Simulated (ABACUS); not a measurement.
A run of ABACUS 3.10.1:

Contents of run_abacus.py:

```python
"""ABACUS run from a structure file: ASE reads it, the script writes STRU, KPT and INPUT."""
import re
import subprocess
import spglib
from ase import Atoms
from ase.io import read
from ase.units import Bohr

atoms = read("WS2.cif")
cell, frac, numbers = spglib.standardize_cell((atoms.cell[:], atoms.get_scaled_positions(), atoms.numbers), to_primitive=True, symprec=1e-4)
atoms = Atoms(numbers=numbers, cell=cell, scaled_positions=frac, pbc=True)  # the primitive cell
atoms = atoms[(-atoms.numbers).argsort(kind="stable")]  # ABACUS lists atoms element by element
pseudo = {'W': 'W_ONCV_PBE-1.2.upf', 'S': 'S_ONCV_PBE-1.2.upf'}
orbital = {}
magmoms = None
kmesh = [6, 6, 6]
params = {
    'suffix': 'WS2',
    'calculation': 'scf',
    'basis_type': 'pw',
    'pseudo_dir': './',
    'symmetry': 1,
    'dft_functional': 'MGGA_X_R2SCAN+MGGA_C_R2SCAN',
    'ecutwfc': 86,
    'pseudo_rcut': 7,
    'nspin': 1,
    'nbands': 30,
    'ks_solver': 'dav',
    'smearing_method': 'fd',
    'smearing_sigma': 0.00367493,
    'scf_thr': 1e-08,
    'scf_nmax': 100,
    'mixing_type': 'broyden',
    'mixing_beta': 0.7,
    'cal_force': 1,
    'cal_stress': 1,
    'mixing_tau': 1,
    'out_chg': 1,
    'kpar': 4,
}

symbols = atoms.get_chemical_symbols()
elements = list(dict.fromkeys(symbols))
lines = ["ATOMIC_SPECIES"] + [f"{e} {atoms.get_masses()[symbols.index(e)]:.4f} {pseudo[e]}" for e in elements]
if orbital:
    lines += ["", "NUMERICAL_ORBITAL"] + [orbital[e] for e in elements]
lines += ["", "LATTICE_CONSTANT", f"{1 / Bohr:.10f}", "", "LATTICE_VECTORS"]
lines += [" ".join(f"{x:.10f}" for x in v) for v in atoms.cell]
lines += ["", "ATOMIC_POSITIONS", "Direct"]
for e in elements:
    lines += ["", e, "0.0", str(symbols.count(e))]
    for i, p in enumerate(atoms.get_scaled_positions(wrap=False)):
        if symbols[i] == e:
            mag = "" if magmoms is None else " mag " + " ".join(str(x) for x in (magmoms[i] if isinstance(magmoms[i], list) else [magmoms[i]]))
            lines.append(" ".join(f"{x:.10f}" for x in p) + " 1 1 1" + mag)
open("STRU", "w").write("\n".join(lines) + "\n")
open("KPT", "w").write("K_POINTS\n0\nGamma\n%d %d %d 0 0 0\n" % tuple(kmesh))
open("INPUT", "w").write("INPUT_PARAMETERS\n" + "".join(f"{k:<20s}{v}\n" for k, v in params.items()))

done = subprocess.run(['mpirun', '-np', '4', 'abacus'])
if done.returncode:
    raise SystemExit(done.returncode)
log = open("OUT.WS2/running_scf.log").read()
print("final energy (eV):", re.findall(r"FINAL_ETOT_IS (\S+)", log))
```

File WS2.cif:

```cif
data_WS2
_cell_length_a 3.15800000
_cell_length_b 3.15800000
_cell_length_c 18.49000000
_cell_angle_alpha 90.00000000
_cell_angle_beta 90.00000000
_cell_angle_gamma 120.00000000
_space_group_name_H-M_alt 'R3m'
_space_group_name_Hall 'R 3 -2"'
_space_group_IT_number 160
loop_
_space_group_symop_operation_xyz
'x,y,z'
'-y,x-y,z'
'-x+y,-x,z'
'-y,-x,z'
'-x+y,y,z'
'x,x-y,z'
'x+2/3,y+1/3,z+1/3'
'-y+2/3,x-y+1/3,z+1/3'
'-x+y+2/3,-x+1/3,z+1/3'
'-y+2/3,-x+1/3,z+1/3'
'-x+y+2/3,y+1/3,z+1/3'
'x+2/3,x-y+1/3,z+1/3'
'x+1/3,y+2/3,z+2/3'
'-y+1/3,x-y+2/3,z+2/3'
'-x+y+1/3,-x+2/3,z+2/3'
'-y+1/3,-x+2/3,z+2/3'
'-x+y+1/3,y+2/3,z+2/3'
'x+1/3,x-y+2/3,z+2/3'
loop_
_atom_site_label
_atom_site_type_symbol
_atom_site_symmetry_multiplicity
_atom_site_Wyckoff_symbol
_atom_site_fract_x
_atom_site_fract_y
_atom_site_fract_z
_atom_site_occupancy
W1 W 3 a 0.0000000000 0.0000000000 0.0000000000 1
S1 S 3 a 0.3333333333 0.6666666667 0.0856666667 1
S2 S 3 a 0.0000000000 0.0000000000 0.2497000000 1
```

Potentials or basis: SG15 ONCV 1.2 PBE, plane waves.

Command:

```bash
$ OMP_NUM_THREADS=1 python run_abacus.py > log
```

Hardware: 4 MPI ranks on AMD EPYC 7R43 64-Core Processor (Zen 3) (shared host).

Q: Estimate the wall time of this run.

A: It took 5.8 min on 4 MPI ranks on AMD EPYC 7R43 64-Core Processor (Zen 3), on a shared host, peak memory 0.92 GiB a rank. Counts: scf iterations 9, k points 32, bands 30, ranks 4.
